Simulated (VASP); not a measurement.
Here is a VASP 6.6.1 calculation.

The input INCAR:

```
ALGO = Normal ; EDIFF = 1E-6
ENCUT = 320 ; GGA = PE
ISIF = 2 ; ISMEAR = -1
LASPH = T ; LCHARG = F
LREAL = F ; LWAVE = F
NBANDS = 198 ; NELM = 100
PREC = Accurate ; SIGMA = 0.05
```

File KPOINTS:

```
k-points
0
Gamma
  5 5 5
```

POSCAR

```
Au
1.0
    8.3160000000      0.0000000000      0.0000000000
    0.0000000000      8.3160000000      0.0000000000
    0.0000000000      0.0000000000      8.3160000000
Au
32
Direct
    0.0000000000      0.0000000000      0.0000000000
    0.0000000000      0.0000000000      0.5000000000
    0.0000000000      0.5000000000      0.0000000000
    0.0000000000      0.5000000000      0.5000000000
    0.5000000000      0.0000000000      0.0000000000
    0.5000000000      0.0000000000      0.5000000000
    0.5000000000      0.5000000000      0.0000000000
    0.5000000000      0.5000000000      0.5000000000
    0.0000000000      0.2500000000      0.2500000000
    0.0000000000      0.2500000000      0.7500000000
    0.0000000000      0.7500000000      0.2500000000
    0.0000000000      0.7500000000      0.7500000000
    0.5000000000      0.2500000000      0.2500000000
    0.5000000000      0.2500000000      0.7500000000
    0.5000000000      0.7500000000      0.2500000000
    0.5000000000      0.7500000000      0.7500000000
    0.2500000000      0.0000000000      0.2500000000
    0.2500000000      0.0000000000      0.7500000000
    0.2500000000      0.5000000000      0.2500000000
    0.2500000000      0.5000000000      0.7500000000
    0.7500000000      0.0000000000      0.2500000000
    0.7500000000      0.0000000000      0.7500000000
    0.7500000000      0.5000000000      0.2500000000
    0.7500000000      0.5000000000      0.7500000000
    0.2500000000      0.2500000000      0.0000000000
    0.2500000000      0.2500000000      0.5000000000
    0.2500000000      0.7500000000      0.0000000000
    0.2500000000      0.7500000000      0.5000000000
    0.7500000000      0.2500000000      0.0000000000
    0.7500000000      0.2500000000      0.5000000000
    0.7500000000      0.7500000000      0.0000000000
    0.7500000000      0.7500000000      0.5000000000
```

Potentials or basis: VASP PAW PBE potentials, release 64 (Au).

The run is started by

```bash
$ cat potpaw_PBE.64/Au/POTCAR > POTCAR
$ mpirun -np 1 vasp_std > vasp.out
```

(1) Predict the band gap on the k mesh.

(2) Estimate the pressure.

## Answers

(1) none (metal or under the smearing width).

(2) -0.9 GPa.
